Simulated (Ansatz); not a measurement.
## Zr3N4, a database entry at a rescaled volume

```
N Zr
1.0
    -3.34569    3.34569    3.34569
     3.34569   -3.34569    3.34569
     3.34569    3.34569   -3.34569
N Zr
8 6
Direct
  0.12600 0.12600 0.12600
  0.87400 0.50000 0.00000
  0.50000 0.00000 0.37400
  0.00000 0.87400 0.50000
  0.37400 0.50000 0.00000
  0.62600 0.62600 0.62600
  0.00000 0.37400 0.50000
  0.50000 0.00000 0.87400
  0.25000 0.62500 0.37500
  0.37500 0.25000 0.62500
  0.75000 0.87500 0.12500
  0.12500 0.75000 0.87500
  0.62500 0.37500 0.25000
  0.87500 0.12500 0.75000
```

Level: r2SCAN, no spin polarisation; 500 eV; 6×6×6 Γ-centred mesh; gaussian occupations (width 0.0211 eV); Ansatz 0.2.0, fixed geometry.

Question: What does the stress say?

Answer: The pressure is 12.5 GPa (compression positive), so with the atoms held at these fractions the cell would first expand.

Question: Which orbitals make up the band edges?

Answer: Within 0.7 eV of the edges, the states project mainly on N p (86 %) below the gap and on Zr d (85 %) and N p (12 %) above it.

Question: Metal or insulator? Give the gap.

Answer: The gap is 1.00 eV, direct at the points sampled.

Question: Describe some of the short contacts.

Answer: N–Zr at 2.18 Å: least valence density 0.61 e/Å³ and ELF 0.27 there. Both are smooth PAW fields, read partly inside the augmentation spheres.

Question: Is it stable against the elements?

Answer: -1.73 eV an atom against the elements' usual phases (free molecules for gases, crystals otherwise, with no correction for O₂ or N₂), so it is bound against them; other compounds may still compete. Relaxing would lower it.

Question: Give the Bader charges.

Answer: Bader charges in e: Zr +2.30, N -1.73. In the mean Zr gives up most and N takes most.

Question: Which atom feels the largest force, and which way?

Answer: The largest is on N5 (and as large on other atoms): 0.37 eV/Å, components (0.22, -0.22, -0.22). It makes 124° with the line to a nearest neighbour, Zr10 at 2.18 Å.

Origin: a database entry at a rescaled volume. Caveats: atoms or cell far from equilibrium.

It took 4.6 min on 1 thread of Arm Neoverse V1 (shared host), peak memory 0.99 GiB, starting from a saved density. The time holds forces, stress, Bader, DOS, bands, ELF.
